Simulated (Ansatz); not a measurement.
The reference is LaAlO3 in the cubic perovskite structure (space group Pm-3m, No. 221).

```
LaAlO3
1.0
    3.78694     0.00000     0.00000
    0.00000     3.78694     0.00000
    0.00000     0.00000     3.78694
La Al O
1 1 3
Direct
  0.00000   0.00000   0.00000
  0.50000   0.50000   0.50000
  0.00000   0.50000   0.50000
  0.50000   0.50000   0.00000
  0.50000   0.00000   0.50000
```

Calculations: r2SCAN in Ansatz (plane waves to 500 eV, PAW, no spin-orbit coupling).

For the base:

| Property | Result |
|---|---|
| Gap between the host's bands | 4.02 eV |
| Gap character | indirect, R → Γ |

Modification: electron doping at 5.0×10^21 cm⁻³ (0.272 per cell), with a uniform compensating background at fixed cell and a 300 K Fermi–Dirac width.

### Question
What happens to the gap between the host's bands?

### Answer
The gap between the host's bands rises by 0.106 eV, from 4.02 eV to 4.12 eV.

### Question
What does the calculation give for the Fermi level from band edge after the change?

### Answer
The Fermi level relative to the doped band's edge (positive inside the band; to 0.05 eV) is +0.85 eV.

### Question
Estimate the effect on the gap character.

### Answer
The gap character remains indirect, R → Γ.

Charged cell with a jellium background: band edges are those of the host's band count, energies are not comparable with the neutral cell, and many-body gap narrowing is missing. No phonon test of stability was made. Many cubic perovskites are stable only at high temperature; tilts and polar distortions were not tested.

Ansatz is a quantum-chemistry and plane-wave program.
